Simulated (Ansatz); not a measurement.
ZnAu: pressure against volume

ZnAu, Pm-3m, a = 3.187 Å. The structure is a COD entry; whether it is the stable form wasn't checked. Ansatz: PBE, PAW, 420 eV, Γ-centred 14×14×14 mesh on 2 atoms, Gaussian smearing 0.10 eV; no spin polarisation. Symmetry fixes shape and atoms, so the cell is only scaled; pressure is positive in compression.

```tsv
V (Å³/atom)	P (GPa)
14.239	?
14.724	14.19
15.210	8.51
15.695	3.83
16.181	-0.01
16.666	-3.17
17.151	-5.76
17.799	-8.49
```

Take V0 = 16.181 Å³/atom, count pressures from its P0 = -0.01 GPa, fit the third-order Birch–Murnaghan form to the other rows, and predict the missing pressure.

With the Eulerian strain f = ½[(V0/V)^(2/3) − 1] and y = (P − P0)/[3f(1 + 2f)^(5/2)], the form is the line y = B0 + 1.5 B0 (B0′ − 4) f. Rows (f, y): 0.03246, 124.6; 0.02106, 121.6; 0.01027, 118.5; -0.00975, 113.5; -0.01903, 111.0; -0.03078, 107.6. Means f = 0.0007050, y = 116.13; Σ(Δf)² = 0.003004, ΣΔfΔy = 0.8003; the slope is their ratio. y = 115.9 + 266.4 f GPa, so B0 = 115.9 GPa and B0′ = 4 + 2 × (266.4)/(3 × 115.9) = 5.53. At V = 14.239, f = 0.04449, y = 127.75 and P = 21.09 GPa. The run gave 21.10 GPa, so the fit is 0.01 GPa too low, within twice the rms miss on the fitted rows (0.007 GPa).

Spin–orbit coupling is left out, which can shift energies with elements as heavy as these.